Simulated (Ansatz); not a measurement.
Runs of Ansatz 0.2.0 on In. Symmetry: Im-3m, No. 229, cubic system. The conventional cell has a = 3.765 Å, b = 3.765 Å, c = 3.765 Å, α = 90.00°, β = 90.00°, γ = 90.00°. In (site symmetry m-3m) has 8 In at 3.26 Å as nearest neighbours. This isn't the form of In at room conditions, which is tetragonal.

| task | level | potentials or basis | spin | cell | k mesh | cutoff (eV) | smearing | points for each segment of the path | atoms under strain | other keys | mesh quality | gap on the mesh (eV) | pressure (GPa) |
| --- | --- | --- | --- | --- | --- | --- | --- | --- | --- | --- | --- | --- | --- |
| single point | revPBE | Ansatz PAW | SOC, no magnetisation | as given | 7 × 7 × 7 | 420 | gaussian 0.02 eV | - | - | hamiltonian.pseudopotentials = kind paw_fr; … | not flagged | none | (b) |
| band structure | RPBE | PseudoDojo standard (PBE files) | off | volume scaled by 1.25 | 10 × 10 × 10 | 952 | fermi-dirac 0.1 eV | 14 | - | - | not flagged | none | (a) |
| elastic constants | BLYP | PseudoDojo standard (PBE files) | off | as given | 6 × 6 × 6 | 952 | cold 0.01 eV | - | clamped | - | coarse | none | 4.7 |
| density of states | rPW86-PBE+D4 | Ansatz PAW | off | as given | 10 × 10 × 10 | 420 | gaussian 0.01 eV | - | - | basis.ecutrho_ratio = 12 | not flagged | none | 2.5 |
| band structure | rPW86-PBE | Ansatz PAW | non-collinear, ferromagnetic start, SOC | as given | 10 × 10 × 10 | 420 | gaussian 0.05 eV | 14 | - | - | not flagged | none | 4.7 |
| single point | PBE0 | Ansatz PAW | SOC, no magnetisation | as given | 6 × 6 × 6 | 700 | gaussian 0.02 eV | - | - | basis.ecutwfc = 700 eV | coarse | none | -0.7 |
| projected density of states | exchange-only PBE | Ansatz PAW | off | as given | 10 × 10 × 10 | 420 | cold 0.025 eV | - | - | accuracy = medium; basis.ecutrho_ratio = 6; magnetization = left out | not flagged | none | 11.3 |

**Question.** Fill in the values left out.

**Answer.** (a) -2.9; (b) 2.7.

Caveats: some runs use coarse meshes; the PAW data sets come from PBE, with cores solved anew for the run's functional, which leaves a small shift of forces and pressure (some runs); the potentials were made for another functional, which shifts forces and pressure (some runs); the thresholds are loose for stress (some runs); spin-orbit coupling is left out, which moves the levels of the heavy elements (some runs); the cell is more than 3 GPa from zero pressure, which shifts response properties (some runs); the elastic tensor has a negative eigenvalue, so either the cell is unstable as it stands or the mesh is too thin (some runs); pairwise dispersion overbinds metals, which lowers pressure and volume (some runs).

A k mesh can miss the band edges, and rows without SOC leave out spin-orbit coupling on In.

A gap of «none» marks a metal or a gap under the smearing width.

Runs at the PBE level aren't shown here.
